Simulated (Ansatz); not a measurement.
A trial structure of BeS was built thus: 4-connected net, two elements alternating (P4_2/mbc, No. 135). Its size is a rough estimate.

Space group P4_2/mbc (No. 135). a = 7.449 Å, b = 7.449 Å, c = 3.557 Å, α = 90.00°, β = 90.00°, γ = 90.00°
```csv
atom,site,symmetry,x,y,z
Be,8h,m..,0.6913,0.6225,0.0000
S,8h,m..,0.1225,0.8087,0.5000
```

The calculation used DFT PBE, scalar-relativistic, plane waves, PAW in Ansatz 0.2.0. Cutoff 420 eV, Gaussian smearing, Γ-centred meshes. Cell and atoms relax first on a coarse mesh and then on a converged one. In between, the cell is made exact in the group found at 0.06 Å. The steps can't lower the symmetry of their start. No spin polarisation.

A guess keeps its type if space group and coordination stay and the shape of the cell changes little (axis ratios within about 15 %, angles within 6°); the volume may change.

Q: Will the relaxed cell still be of the starting type?

A: It doesn't keep its type. The symmetry stays P4_2/mbc (No. 135). The volume per atom grows by 112.8 %, from 12.3 to 26.2 Å³. The shortest distance goes from 1.82 Å (Be–S) to 2.02 Å (Be–S). The ratio c/a of the conventional cell changes by a factor of 0.64. Counting neighbours within 15 % of an atom's shortest distance, the start has Be 4, S 4 and the end Be 3, S 3. In detail, at the end Be is surrounded by 3 S at 2.02–2.03 Å; around S lie 3 Be at 2.02–2.03 Å.

```
Be S
1.0
    11.09987    0.00000    0.00000
     0.00000   11.09987    0.00000
     0.00000    0.00000    3.40808
Be S
8 8
Direct
  0.57452 0.62989 0.00000
  0.87011 0.92548 0.50000
  0.42548 0.37011 0.00000
  0.12989 0.07452 0.50000
  0.62989 0.42548 0.50000
  0.92548 0.12989 0.00000
  0.37011 0.57452 0.50000
  0.07452 0.87011 0.00000
  0.00263 0.80110 0.50000
  0.30110 0.50263 0.00000
  0.99737 0.19890 0.50000
  0.69890 0.49737 0.00000
  0.19890 0.00263 0.00000
  0.49737 0.30110 0.50000
  0.80110 0.99737 0.00000
  0.50263 0.69890 0.50000
```

Energies over the elements count from the elements' standard structures at the same level, with no fitted energy shifts.

Q: At what energy does it end?

A: −0.826 eV/atom. It lies below the elements, which doesn't yet make it stable against other compounds or structures.

The last run used a 2×2×8 mesh (in the run's order of axes) for its 16-atom cell and Gaussian smearing of 0.02 eV. Weakly bound directions are ill-defined at this level, which has no dispersion term. The reference form of S is held partly by dispersion forces, which this level lacks. Symmetry constrained the relaxation, so the result can be a saddle point.
